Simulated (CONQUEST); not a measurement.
Crystal: MnO2.

```xyz
6
Lattice="2.8671 0.0000 0.0000 0.0000 4.4004 0.0000 0.0000 0.0000 4.4004" Properties=species:S:1:pos:R:3 pbc="T T T"
Mn    1.4335    2.2002    2.2002
Mn    0.0000    0.0000    0.0000
O     1.4335    0.8585    0.8585
O     0.0000    3.0587    1.3418
O     1.4335    3.5420    3.5420
O     0.0000    1.3418    3.0587
```

The cell is a database's computed one.

| Property | Result |
| --- | --- |
| Program | CONQUEST 1.3 |
| Task | single point |
| Functional | PBE |
| Potentials or basis | PseudoDojo NC PBE, DZP, grid cutoff 150 Ha |
| k mesh | 9 × 6 × 6 |
| Occupations | fermi-dirac, width 0.05 eV |
| Spin | collinear spin, ferromagnetic start |
| Starting moments | [4.0, 4.0, 0.0, 0.0, 0.0, 0.0] μB |

On this cell: pressure 9.1 GPa; largest force 0.035 eV/Å; net moment 5.99 μB per cell; site moments Mn +2.86; O +0.07 μB; band gap on the k mesh none (metal or under the smearing width).

The same run follows on a disturbed copy (atoms moved at random, drawn with an rms of 0.05 Å):

```
Mn O
1.0
     2.86708    0.00000    0.00000
     0.00000    4.40042    0.00000
     0.00000    0.00000    4.40042
Mn O
2 4
Direct
  0.49101 0.49172 0.50974
  0.98855 0.99393 0.98996
  0.52103 0.19233 0.18510
  0.98475 0.70275 0.30318
  0.48940 0.79404 0.80288
  0.01137 0.28962 0.69642
```

Task: What does the disturbed cell give?

Result: The energy (extrapolated to zero smearing) moves by +33.6 meV/atom; pressure 9.8 GPa; largest force 1.801 eV/Å; net moment 5.99 μB per cell; site moments Mn +2.91, +2.82; O +0.07, +0.06 μB; band gap on the k mesh none (metal or under the smearing width).

Forces in eV/Å, atoms in the order of the input:
```
Mn   0.653  0.491 -1.605
Mn   0.756 -0.346  1.126
O   -1.226  0.397  0.254
O    0.404 -1.082  0.929
O    0.180 -0.032  0.035
O   -0.763  0.567 -0.769
```

Stress tensor (GPa, compression positive):
```
 9.34 -0.30 -3.18
-0.30  9.50 -0.21
-3.18 -0.21 10.42
```

Caveats: moments can come out somewhat high in this basis; the basis of atomic orbitals isn't converged, which shifts pressures, moduli and gaps; semilocal functionals often make such compounds metallic where correlation or magnetic order opens a gap, which also shifts bond lengths; only a ferromagnetic start was run, and an antiferromagnetic order may lie lower in energy.
